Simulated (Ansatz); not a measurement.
The system is TaN.

```
CELL_PARAMETERS angstrom
0.00000 2.21132 2.21132
2.21132 0.00000 2.21132
2.21132 2.21132 0.00000
ATOMIC_POSITIONS crystal
Ta 0.50000 0.50000 0.50000
N 0.00000 0.00000 0.00000
```

The cell comes from a database or a generator and needn't be the stable form of this composition.

Base run:

* Program: Ansatz 0.2.0
* Functional: PBE
* Potentials or basis: Ansatz PAW
* Cutoff: 420 eV (not typed: the program's choice for these potentials)
* k mesh: 10 × 10 × 10
* Occupations: fermi-dirac, width 0.05 eV
* Spin: no spin polarisation

Its results: band gap on the k mesh none (metal or under the smearing width); pressure -1.3 GPa.

Problem. The run is repeated on the same cell with these changes: functional from PBE to PBEsol; hubbard terms from none to Ta d U = 8 eV; hubbard projectors from none to ortho-atomic (the default). What comes out?

Solution. Band gap on the k mesh none (metal or under the smearing width); pressure -2.6 GPa.

Several settings changed at once, so the effect can't be laid on one alone.

Caveats: spin-orbit coupling is left out, which moves the levels of the heavy elements; U without spin polarisation on a metal has little footing (some runs); the PAW data sets come from PBE, with cores solved anew for the run's functional, which leaves a small shift of forces and pressure (some runs).
